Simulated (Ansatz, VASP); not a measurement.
**Two plane-wave programs on Al2Ru**

File INCAR:

```
  PREC = Accurate
  ENCUT = 520
  EDIFF = 1E-7
  ISMEAR = -1
  SIGMA = 0.05
  LREAL = False
  LASPH = True
  NELM = 80
  ALGO = Normal
  ISIF = 2
  LWAVE = False
  LCHARG = False
  GGA = PS
  NBANDS = 17
```

Contents of KPOINTS:

```
regular mesh
0
Gamma
  12 12 12
```

POSCAR

```
Al2Ru
1.0
   -1.5393322561      1.5393322561      4.1647471686
    1.5393322561     -1.5393322561      4.1647471686
    1.5393322561      1.5393322561     -4.1647471686
Ru Al
1 2
Direct
    0.0000000000      0.0000000000      0.0000000000
    0.3407978100      0.3407978100      0.0000000000
    0.6592021900      0.6592021900      0.0000000000
```

Contents of input.yaml:

```yaml
crystal:
  lattice:
    - [-1.5393322561, 1.5393322561, 4.1647471686]
    - [1.5393322561, -1.5393322561, 4.1647471686]
    - [1.5393322561, 1.5393322561, -4.1647471686]
  atoms:
    - { symbol: Ru, position: [0.0, 0.0, 0.0] }
    - { symbol: Al, position: [0.34079781, 0.34079781, 0.0] }
    - { symbol: Al, position: [0.65920219, 0.65920219, 0.0] }
hamiltonian:
  xc: pbesol
  pseudopotentials: { kind: paw }
kpoints:
  mp_grid: { grid: [12, 12, 12] }
scf:
  occupations: { method: fermi_dirac, width: 0.05 }
output:
  forces: true
  stress: true
  eigenvalues: true
```

Change from the starting cell: volume scaled by 0.96.

Alike in both runs: task single point; functional PBEsol; k mesh 12 × 12 × 12; occupations fermi-dirac, width 0.05 eV; no spin polarisation.

|  | VASP | Ansatz |
| --- | --- | --- |
| version | VASP 6.6.1 | Ansatz 0.2.0 |
| potentials or method | VASP PAW PBE potentials, release 64 (Ru_pv, Al) | Ansatz PAW |
| plane-wave cutoff (eV) | 520 | 420 |
| valence electrons in the cell | 20 | 22 |

```csv
,VASP,Ansatz,Ansatz less VASP
gap on the k mesh at the Fermi level (eV),none,none,-
pressure (GPa),7.8,7.7,-0.10
largest component of the traceless stress (GPa),0.22,0.23,+0.014
rms of the force components (eV/Å),0.044,0.044,-0.0004
```

Atom by atom the forces differ by 0.000 eV/Å (rms over components). A gap of «none» marks a metal or a gap that the smearing closes. The functional is the same, so the differences come from potentials, cutoffs and numerics. The two sets of potentials don't hold the same shells in valence.

Caveats: the PAW data sets were made with another functional, which shifts forces and pressure a little (VASP); the PAW data sets come from PBE, with cores solved anew for the run's functional, which leaves a small shift of forces and pressure (Ansatz).
